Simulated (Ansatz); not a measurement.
# Re (P6_3/mmc) in Ansatz: notebook

Runs on Re. Level: PBEsol. Tasks: single point, relaxation of cell and atoms.

Program: Ansatz 0.2.0. These are calculated values, not measurements. Logs are shortened: lines on timing, memory, paths and dates and some standing lists are left out, and cuts for length are marked.

**1. The crystal as given**

Symmetry: P6_3/mmc, No. 194, hexagonal system. Conventional cell: a = 2.761 Å, b = 2.761 Å, c = 4.458 Å, α = 90.00°, β = 90.00°, γ = 120.00°. Re (site symmetry -6m2) has 12 Re at 2.74 to 2.76 Å as nearest neighbours.

**2. Single point, PBEsol (strain_z_fixed_volume = 0)**

input.yaml

```yaml
crystal:
  lattice:
    - [2.7608, 0.0, 0.0]
    - [-1.3804, 2.3909229348, 0.0]
    - [0.0, 0.0, 4.4582]
  atoms:
    - { symbol: Re, position: [0.6666666667, 0.3333333333, 0.75] }
    - { symbol: Re, position: [0.3333333333, 0.6666666667, 0.25] }
kpoints:
  mp_grid: { grid: [11, 11, 6] }
scf:
  occupations: { method: fermi_dirac, width: 0.05 }
hamiltonian:
  xc: pbesol
  pseudopotentials: { kind: all_electron, lapw: { basis_error: 0.001 } }
output:
  forces: true
  stress: true
  eigenvalues: true
```

Potentials or basis: all-electron LAPW, scalar-relativistic.

On the command line:

```bash
ansatz run input.yaml --threads 1 --pin off --max-ram 3072MiB --backend cpu --events-out ev --progress --plain --runs-dir out
```

The log of the run:

```text
Warning: RAYON_NUM_THREADS=1 ignored (pool sized by the plan → 1); use --threads N
LAPW: plane waves up to 8.583 Å⁻¹, error target 1.0e-3 eV per atom; small_component_spin mean_spin; Re in spheres of 1.370 Å, 39 of its electrons in bands, Dirac shells [] (how accurate: hamiltonian.pseudopotentials.lapw.basis_error, Limitations)
Engine: ansatz 0.2.0, x86_64-unknown-linux-gnu
Pseudopotentials: kind: all_electron
Pseudopotential: Re, LAPW, valence charge 39, lapw/all_electron/scalar/gaussian/Re, Koelling and Harmon's equation, gaussian nucleus
Functional definition: PBEsol
  exchange = pbesol_x
  correlation = pbesol_c
Crystal: 2 atoms, lattice volume = 29.428 Å³
Basis set: ecut = 280.6919513222691 eV, 313 PW (Γ), exchange–correlation at level 2
Bands: 47, of which v1, the nominal top of the filled ones, is band 39 counted from 1 (38 counted from 0)
Symmetry: 24 space group operations
Space group: P63/mmc (ITA 194), of the structure as read, at distance tolerance 3.1e-5 Å
k-points: 64 of 726
Non-local potential: Re, projectors of the file, none
Initial density: superposition of atomic densities (chi_scale 0.1, normalization cell)
Initial wavefunctions: plane waves of lowest kinetic energy (no species holds an atomic orbital)
Functional: x = pbesol(κ = 0.804, μ = 0.12345679012345678), c = pbesol(β = 0.046)
iter 1 solved again at ethr=1.56e-4 eV; its pass at ethr=1.00e-1 eV (dr2=1.21e-1 eV) is discarded
SCF iter   1: F=—  HF=-908044.724250 eV  |F-HF|=—  |Δ(HF+E_count)|=         —  Δρ=3.00e-2  dr2=1.22e-1  ethr=1.56e-4  ⟨swp⟩=3.0  Hψ=19081  notcnv=0
preconditioner: auto → Kerker (q_TF=auto, 3.210 Å⁻¹)  [metal: Δε(μ)=0.063 eV  Ē_g=35.659 eV  σ=0.050 eV  W_gap=0.30  n_scr=22 (ndim 8)  ℏωp=50.3 eV  f_vac=0.000  D(μ)=1.81/eV (n_scr^D=22)]
SCF iter   2: F=—  HF=-908044.334169 eV  |F-HF|=—  |Δ(HF+E_count)|=   3.90e-1  Δρ=1.27e-2  dr2=2.77e-2  ethr=1.56e-4  ⟨swp⟩=2.2  Hψ=9356  notcnv=0
SCF iter   3: F=—  HF=-908044.311781 eV  |F-HF|=—  |Δ(HF+E_count)|=   2.24e-2  Δρ=8.23e-3  dr2=1.35e-2  ethr=3.55e-5  ⟨swp⟩=2.0  Hψ=8865  notcnv=0
SCF iter   4: F=—  HF=-908044.308180 eV  |F-HF|=—  |Δ(HF+E_count)|=   3.60e-3  Δρ=4.66e-3  dr2=5.15e-3  ethr=1.73e-5  ⟨swp⟩=2.0  Hψ=8865  notcnv=0
iter 5 solved again at ethr=5.20e-7 eV; its pass at ethr=6.60e-6 eV (dr2=4.06e-4 eV) is discarded
SCF iter   5: F=—  HF=-908044.308172 eV  |F-HF|=—  |Δ(HF+E_count)|=   7.32e-6  Δρ=1.19e-3  dr2=4.05e-4  ethr=5.20e-7  ⟨swp⟩=2.0  Hψ=15041  notcnv=0
SCF iter   6: F=—  HF=-908044.308190 eV  |F-HF|=—  |Δ(HF+E_count)|=   1.78e-5  Δρ=2.76e-4  dr2=1.73e-5  ethr=5.20e-7  ⟨swp⟩=2.0  Hψ=8865  notcnv=0
SCF iter   7: F=—  HF=-908044.308189 eV  |F-HF|=—  |Δ(HF+E_count)|=   1.34e-6  Δρ=6.94e-5  dr2=1.49e-6  ethr=2.22e-8  ⟨swp⟩=2.0  Hψ=8865  notcnv=0
SCF iter   8: F=-908044.308188 eV  HF=-908044.308188 eV  |F-HF|=3.32e-8  |Δ(HF+E_count)|=   3.59e-7  Δρ=1.64e-5  dr2=7.31e-8  ethr=1.91e-9  ⟨swp⟩=2.0  Hψ=8865  notcnv=0
SCF 1 converged in 8 iterations: F = -908044.308188 eV  dr2 = 7.31e-8
SCF converged after 8 iterations
Free energy (F): -908044.308188 eV
Harris-Foulkes:  -908044.308188 eV  (|F-HF|=3.32e-8)
Internal energy: -908044.294498 eV  (E = F + TS)
E sigma→0 (E₀):  -908044.301343 eV
Entropy (-TS):   -0.013690 eV (-6.845 meV/atom)
Fermi energy:    30.639841 eV
--- Per-component energies (eV) ---
  E_band       = -4490.289075
  E_kinetic    = 1020290.902064
  E_xc         = -17826.119681
  E_electrostatic = -1910509.076882  (all electrons and nuclei)
  E_smearing   = -0.013690  (= −TS)
  E_closure    = 0.000000  (closes the sum)
  E_atoms      = -908019.370850  (free atoms, spherical and without spin; not in F)
  Σ components = -908044.308188   (vs F -908044.308188, Δ=0.00e0)
  Basis errors (estimates in eV, not in F): energy 2.1e-4 per atom: plane waves 1.9e-4 (9.7e-5 summed), levels above the bands 8.2e-116, relativity 6.0e-8, radial functions 1.7e-5, core shells 1.2e-6; eigenvalues (radial functions only) 2.3e-6; not estimated: angular momenta, meshes, grids; target (lapw.basis_error) 1.0e-3; muffin-tin radii Re 1.370 Å
--- Forces (eV/Å), atoms counted from 1 ---
  atom   1  Re    -0.00000000    -0.00000000    -0.00000000
  atom   2  Re     0.00000000     0.00000000     0.00000000
  max |Σ_I F_I| component: 2.78e-17 eV/Å
--- Stress (GPa, compression-positive) ---
       -4.153934       0.000000       0.000000
        0.000000      -4.153934      -0.000000
        0.000000      -0.000000      -3.978378
  P = ⅓ Tr σ = -4.0954 GPa (-40.954 kbar)
--- Band table (eV; the first three rows and the last of 64) ---
  k-point 0: bands = ["-218.6354", "-218.6354", "-218.6354", "-218.6354", "-218.6340", "-218.6340", "-218.6339", "-218.6339", "-218.6330", "-218.6330", "-49.1314", "-49.0077", "-11.6396", "-10.5802", "-10.5802", "-10.4027", "-10.4027", "-10.3817", "-6.2395", "-6.2383", "-6.2379", "-6.2286", "-6.2286", "-6.2258", "-6.2258", "-6.2257", "-6.2257", "-6.2187", "-6.2099", "-6.2099", "-6.2074", "-6.2059", "20.7551", "23.9993", "29.0534", "29.0534", "29.0565", "29.8940", "29.8940", "30.8254", "30.8254", "31.2484", "34.0120", "34.0120", "40.5844", "44.0599", "46.0580"]
  k-point 1: bands = ["-218.6354", "-218.6354", "-218.6354", "-218.6354", "-218.6340", "-218.6340", "-218.6339", "-218.6339", "-218.6330", "-218.6330", "-49.1231", "-49.0160", "-11.5605", "-10.5684", "-10.5684", "-10.4718", "-10.4148", "-10.4148", "-6.2413", "-6.2384", "-6.2351", "-6.2321", "-6.2321", "-6.2277", "-6.2277", "-6.2210", "-6.2210", "-6.2196", "-6.2092", "-6.2092", "-6.2073", "-6.2060", "21.0865", "24.0100", "28.8637", "28.9148", "28.9148", "29.6942", "29.6942", "30.3823", "31.2675", "31.2675", "34.0368", "34.0368", "41.8873", "43.5010", "46.6471"]
  k-point 2: bands = ["-218.6354", "-218.6354", "-218.6354", "-218.6354", "-218.6339", "-218.6339", "-218.6339", "-218.6339", "-218.6330", "-218.6330", "-49.1007", "-49.0388", "-11.3410", "-10.7131", "-10.5362", "-10.5362", "-10.4475", "-10.4475", "-6.2419", "-6.2397", "-6.2344", "-6.2344", "-6.2314", "-6.2314", "-6.2305", "-6.2221", "-6.2152", "-6.2152", "-6.2089", "-6.2089", "-6.2070", "-6.2063", "21.9876", "23.8545", "28.4422", "28.7994", "28.7994", "28.9258", "29.2772", "29.2772", "32.2151", "32.2151", "33.8587", "33.8587", "43.2729", "44.6950", "45.1504"]
  k-point 63: bands = ["-218.6354", "-218.6354", "-218.6354", "-218.6354", "-218.6339", "-218.6339", "-218.6339", "-218.6339", "-218.6330", "-218.6330", "-48.9865", "-48.9865", "-11.4078", "-11.4078", "-11.0862", "-11.0862", "-10.6133", "-10.6133", "-6.2357", "-6.2357", "-6.2286", "-6.2286", "-6.2261", "-6.2261", "-6.2235", "-6.2235", "-6.2199", "-6.2199", "-6.2193", "-6.2193", "-6.2168", "-6.2168", "25.8407", "25.8407", "27.0872", "27.0872", "28.4565", "28.4565", "30.7768", "30.7768", "34.1005", "34.1005", "39.5695", "39.5695", "41.1336", "41.1336", "43.7801"]
```

It took 66 s on 1 thread of Intel Xeon at 2.50GHz (Skylake/Cascade Lake), shared host; peak memory 0.42 GiB.

Results:

- Free energy: -908044.3082 eV
- Pressure: -4.1 GPa
- Band gap on the k mesh: none (metal or under the smearing width)

Levels at points of the mesh, in eV from the Fermi level:
```
            k point  band 35  band 36  band 37  band 38  band 39  band 40  band 41  band 42  band 43  band 44
 (0.00, 0.00, 0.00)    -1.59    -1.59    -1.58    -0.75    -0.75     0.19     0.19     0.61     3.37     3.37
(0.00, 0.00, -0.50)    -2.39    -2.39    -1.71    -1.71    -1.71    -1.71     2.56     2.56     2.56     2.56
```

The run has no spin-orbit coupling, so splittings on Re are missing.

**3. Relaxation of cell and atoms, PBEsol**

input.yaml, as its differences from that of step 2:

```diff
@@ -18,2 +18,5 @@
   stress: true
-  eigenvalues: true
+relax:
+  f_tol: 0.02
+  max_steps: 60
+  cell: {}
```

Potentials or basis: all-electron LAPW, scalar-relativistic.

On the command line:

```bash
ansatz run input.yaml --threads 1 --pin off --max-ram 3072MiB --backend cpu --events-out ev --progress --plain --runs-dir out
```

The log of the run:

```text
Warning: RAYON_NUM_THREADS=1 ignored (pool sized by the plan → 1); use --threads N
The last accepted step is kept in <dir> (removed where the run ends without a failure and the disk answers)
LAPW: plane waves up to 8.932 Å⁻¹, error target 1.0e-3 eV per atom; small_component_spin mean_spin; Re in spheres of 1.329 Å, 45 of its electrons in bands, Dirac shells [] (how accurate: hamiltonian.pseudopotentials.lapw.basis_error, Limitations)
Engine: ansatz 0.2.0, x86_64-unknown-linux-gnu
Pseudopotentials: kind: all_electron
Pseudopotential: Re, LAPW, valence charge 45, lapw/all_electron/scalar/gaussian/Re, Koelling and Harmon's equation, gaussian nucleus
Functional definition: PBEsol
  exchange = pbesol_x
  correlation = pbesol_c
Crystal: 2 atoms, lattice volume = 29.428 Å³
Basis set: ecut = 303.99515226792715 eV, 337 PW (Γ), exchange–correlation at level 2
Bands: 54, of which v1, the nominal top of the filled ones, is band 45 counted from 1 (44 counted from 0)
Symmetry: 24 space group operations
Space group: P63/mmc (ITA 194), of the structure as read, at distance tolerance 3.1e-5 Å
k-points: 64 of 726
Non-local potential: Re, projectors of the file, none
Initial density: superposition of atomic densities (chi_scale 0.1, normalization cell)
Initial wavefunctions: plane waves of lowest kinetic energy (no species holds an atomic orbital)
Functional: x = pbesol(κ = 0.804, μ = 0.12345679012345678), c = pbesol(β = 0.046)
iter 1 solved again at ethr=2.04e-4 eV; its pass at ethr=1.00e-1 eV (dr2=1.83e-1 eV) is discarded
SCF iter   1: F=—  HF=-908044.724184 eV  |F-HF|=—  |Δ(HF+E_count)|=         —  Δρ=3.50e-2  dr2=1.84e-1  ethr=2.04e-4  ⟨swp⟩=2.9  Hψ=20936  notcnv=0
preconditioner: auto → Kerker (q_TF=auto, 3.287 Å⁻¹)  [metal: Δε(μ)=0.063 eV  Ē_g=36.623 eV  σ=0.050 eV  W_gap=0.30  n_scr=22 (ndim 8)  ℏωp=50.3 eV  f_vac=0.000  D(μ)=1.81/eV (n_scr^D=22)]
SCF iter   2: F=—  HF=-908044.335700 eV  |F-HF|=—  |Δ(HF+E_count)|=   3.88e-1  Δρ=1.53e-2  dr2=4.35e-2  ethr=2.04e-4  ⟨swp⟩=2.0  Hψ=10688  notcnv=0
[... 52 lines left out ...]
SCF converged after 2 iterations
Free energy (F): -908044.312202 eV
Harris-Foulkes:  -908044.312202 eV  (|F-HF|=8.15e-10)
Internal energy: -908044.298894 eV  (E = F + TS)
E sigma→0 (E₀):  -908044.305548 eV
Entropy (-TS):   -0.013307 eV (-6.654 meV/atom)
Fermi energy:    31.019035 eV
--- Per-component energies (eV) ---
  E_band       = -9375.764964
  E_kinetic    = 1020293.185304
  E_xc         = -17826.609826
  E_electrostatic = -1910510.874372  (all electrons and nuclei)
  E_smearing   = -0.013307  (= −TS)
  E_closure    = 0.000000  (closes the sum)
  E_atoms      = -908019.370850  (free atoms, spherical and without spin; not in F)
  Σ components = -908044.312202   (vs F -908044.312202, Δ=0.00e0)
  Basis errors (estimates in eV, not in F): energy 2.3e-4 per atom: plane waves 2.2e-4 (1.1e-4 summed), levels above the bands 5.5e-117, relativity 5.3e-8, radial functions 1.1e-5, core shells 3.6e-8; eigenvalues (radial functions only) 2.4e-6; not estimated: angular momenta, meshes, grids; target (lapw.basis_error) 1.0e-3; muffin-tin radii Re 1.324 Å
--- Forces (eV/Å), atoms counted from 1 ---
  atom   1  Re    -0.00000000    -0.00000000    -0.00000000
  atom   2  Re     0.00000000     0.00000000     0.00000000
  max |Σ_I F_I| component: 3.70e-17 eV/Å
--- Stress (GPa, compression-positive) ---
        0.004529       0.000000       0.000000
        0.000000       0.004529       0.000000
        0.000000       0.000000      -0.000458
  P = ⅓ Tr σ = 0.0029 GPa (0.029 kbar)
--- Relaxed structure (4 steps of the walk, 3 accepted, 1 SCFs on fresh bases) ---
  F+E_penalty+E_count = -908044.31220164 eV   max|allowed force component| = 9.714e-17 eV/Å   (the final SCF, on the basis selected at the relaxed cell)
  cell:  # Å, volume = 29.1116 Å³
    - [2.750468401914313, -9.185175722592744e-34, 8.6111022399307e-34]
    - [-1.3752342009571565, 2.381975508364182, 1.660395515526703e-34]
    - [1.3905395539627193e-33, 1.1124316431701755e-33, 4.44347355784347]
  atoms:
    - { symbol: Re, position: [0.6666666666666665, 0.33333333333333326, 0.7499999999999998] }
    - { symbol: Re, position: [0.33333333333333326, 0.6666666666666665, 0.24999999999999997] }
```

Run time: 3.8 min. Hardware: 1 thread of Intel Xeon at 2.50GHz (Skylake/Cascade Lake), shared host; peak memory 0.51 GiB.

Results:

```yaml
Free_energy: -908044.3122 eV
Relaxed_volume: 14.56 Å³/atom
Relaxed_cell: a = 2.750 Å, b = 2.750 Å, c = 4.443 Å, α = 90.00°, β = 90.00°, γ = 120.00°
Space_group_after_relaxing_to_0.05_Å: P6_3/mmc (No. 194)
Energy_gained_by_relaxing: 2.0 meV/atom
Ionic_steps: 4
Pressure_after_relaxing: 0.0 GPa
```

Step by step:
```
step  energy change (eV)  largest force (eV/Å)  volume (Å³)
   1              0.0000                0.0000        29.43
   2             -0.0041                0.0000        29.13
   3             -0.0041                0.0000        29.11
   4             -0.0041                0.0000        29.11
```

Final structure:
```cif
data_structure
_symmetry_space_group_name_H-M 'P 1'
_symmetry_Int_Tables_number 1
_cell_length_a 2.7505
_cell_length_b 2.7505
_cell_length_c 4.4435
_cell_angle_alpha 90.000
_cell_angle_beta 90.000
_cell_angle_gamma 120.000
_cell_volume 29.11
loop_
_atom_site_label
_atom_site_type_symbol
_atom_site_fract_x
_atom_site_fract_y
_atom_site_fract_z
_atom_site_occupancy
Re1 Re 0.66667 0.33333 0.75000 1
Re2 Re 0.33333 0.66667 0.25000 1
```

The run has no spin-orbit coupling, so splittings on Re are missing.

**4. Relaxation of cell and atoms, PBEsol, target pressure 5 GPa, at which the enthalpy is minimised**

input.yaml, as its differences from that of step 3:

```diff
@@ -21,2 +21,2 @@
   max_steps: 60
-  cell: {}
+  cell: { p_target: 5 }
```

On the command line:

```bash
ansatz run input.yaml --threads 1 --pin off --max-ram 3072MiB --backend cpu --events-out ev --progress --plain --runs-dir out
```

Run time: 4.3 min. Hardware: 1 thread of Intel Xeon at 2.50GHz (Skylake/Cascade Lake), shared host; peak memory 0.5 GiB.

It converged, with:

- Free energy: -908044.3066 eV
- Relaxed volume: 14.37 Å³/atom
- Relaxed cell: a = 2.739 Å, b = 2.739 Å, c = 4.425 Å, α = 90.00°, β = 90.00°, γ = 120.00°
- Space group after relaxing (to 0.05 Å): P6_3/mmc (No. 194)
- Energy change on relaxing (the enthalpy is what falls): +0.8 meV/atom
- Ionic steps: 5
- Pressure after relaxing: 5.0 GPa

The path:
```csv
step,energy change (eV),largest force (eV/Å),volume (Å³)
1,0.0000,0.0000,29.43
2,-0.0003,0.0000,28.81
3,0.0015,0.0000,28.75
4,0.0015,0.0000,28.75
5,0.0015,0.0000,28.75
```

Final structure:
```cif
data_structure
_symmetry_space_group_name_H-M 'P 1'
_symmetry_Int_Tables_number 1
_cell_length_a 2.7391
_cell_length_b 2.7391
_cell_length_c 4.4247
_cell_angle_alpha 90.000
_cell_angle_beta 90.000
_cell_angle_gamma 120.000
_cell_volume 28.75
loop_
_atom_site_label
_atom_site_type_symbol
_atom_site_fract_x
_atom_site_fract_y
_atom_site_fract_z
_atom_site_occupancy
Re1 Re 0.66667 0.33333 0.75000 1
Re2 Re 0.33333 0.66667 0.25000 1
```

The run has no spin-orbit coupling, so splittings on Re are missing.

**5. The runs side by side**

| task | cell | cutoff (eV) | pressure (GPa) |
| --- | --- | --- | --- |
| single point | strain_z_fixed_volume = 0 | 281 | -4.1 |
| relaxation of cell and atoms | relaxed | - | 0.0 |
| relaxation of cell and atoms | relaxed to 5 GPa | - | 5.0 |

Alike in all rows: level PBEsol; potentials or basis all-electron LAPW, scalar-relativistic; no spin polarisation; k mesh 11 × 11 × 6; smearing fermi-dirac 0.05 eV; basis error allowed 0.001 eV/atom.

Compare energies only between runs with the same functional and basis.
